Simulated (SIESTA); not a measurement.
Nd:

```
CELL_PARAMETERS angstrom
-2.07547 2.07547 2.07547
2.07547 -2.07547 2.07547
2.07547 2.07547 -2.07547
ATOMIC_POSITIONS crystal
Nd 0.00000 0.00000 0.00000
```

This isn't the form of Nd at room conditions, which is double hcp.

Program: SIESTA 5.4.2. Alike in all runs: task single point; level PBE; potentials or basis PseudoDojo 3+ lanthanides (4f in the core) (PBE files), DZP (energy shift 0.003 Ry; two zetas on semicore shells); spin collinear, ferromagnetic start; cell as given; k mesh 9 × 9 × 9; smearing fermi-dirac 0.05 eV; grid cutoff 800 Ry; energy shift 0.003 Ry.

Task: Order these runs on this cell by their pressure, lowest first.
A. fixed moment (μB) 2.0
B. fixed moment (μB) 1.0
C. fixed moment (μB) 3.0

Result: B (0.5 GPa), A (3.6 GPa), C (6.1 GPa).

Caveats: the magnetic or orbital state may not be the lowest; the basis of atomic orbitals isn't converged, which shifts pressures, moduli and gaps; the total moment is fixed, so each spin has its own Fermi level; the moment is held away from its start (some runs).
